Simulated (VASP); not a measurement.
C: relaxation of cell and atoms with PBE+D3(BJ)

The system is C.

```
C
1.0
     2.45600    0.00000    0.00000
    -1.22800    2.12696    0.00000
     0.00000    0.00000    6.69600
C
4
Direct
  0.00000 0.00000 0.75000
  0.00000 0.00000 0.25000
  0.33333 0.66667 0.75000
  0.66667 0.33333 0.25000
```

* Program: VASP 6.6.1
* Task: relaxation of cell and atoms
* Functional: PBE
* Dispersion: D3(BJ)
* Potentials or basis: VASP PAW PBE potentials, release 64 (C)
* Cutoff: 520 eV
* k mesh: 21 × 21 × 8
* Occupations: gaussian, width 0.02 eV
* Spin: no spin polarisation
* Further INCAR settings: ALGO = Normal; EDIFF = 1e-07; IBRION = 2; EDIFFG = -0.002; NSW = 80; ISIF = 3

```
Relaxed volume                         : 8.86 Å³/atom
Relaxed cell                           : a = 2.466 Å, b = 2.466 Å, c = 6.730 Å, α = 90.00°, β = 90.00°, γ = 120.00°
Space group after relaxing (to 0.05 Å) : P6_3/mmc (No. 194)
Energy gained by relaxing              : 1.3 meV/atom
Ionic steps                            : 9
Pressure after relaxing                : 0.0 GPa
Band gap on the k mesh                 : none (metal or under the smearing width)
Dispersion energy per atom             : -0.156 eV
```

Step by step:
```
step  energy change (eV)  largest force (eV/Å)  pressure (GPa)  volume (Å³)
   1              0.0000                0.0000            3.78        34.98
   2              0.0258                0.0000           -8.61        36.03
   3             -0.0051                0.0000            0.01        35.28
   4             -0.0051                0.0000            0.08        35.27
   5             -0.0051                0.0000            0.07        35.29
   6             -0.0051                0.0000            0.05        35.33
   7             -0.0052                0.0000            0.04        35.41
   8             -0.0051                0.0000           -0.04        35.58
   9             -0.0052                0.0000            0.01        35.45
```

Final structure:
```cif
data_structure
_symmetry_space_group_name_H-M 'P 1'
_symmetry_Int_Tables_number 1
_cell_length_a 2.4663
_cell_length_b 2.4663
_cell_length_c 6.7296
_cell_angle_alpha 90.000
_cell_angle_beta 90.000
_cell_angle_gamma 120.000
_cell_volume 35.45
loop_
_atom_site_label
_atom_site_type_symbol
_atom_site_fract_x
_atom_site_fract_y
_atom_site_fract_z
_atom_site_occupancy
C1 C 0.00000 0.00000 0.75000 1
C2 C 0.00000 0.00000 0.25000 1
C3 C 0.33333 0.66667 0.75000 1
C4 C 0.66667 0.33333 0.25000 1
```

Levels at points of the mesh, in eV from the Fermi level:
```csv
k point,band 5,band 6,band 7,band 8,band 9,band 10,band 11,band 12
"(0.00, 0.00, 0.00)",-3.01,-3.01,-3.00,-3.00,4.27,8.32,8.32,8.37
"(0.00, 0.00, 0.50)",-3.00,-3.00,-3.00,-3.00,6.89,6.89,8.34,8.34
```

Run time: 63 s on 4 MPI ranks on Intel(R) Xeon(R) Platinum 8488C (Sapphire Rapids), with other jobs on the host, peak memory 0.2 GiB a rank.

Zero-point motion and thermal expansion aren't in these numbers.
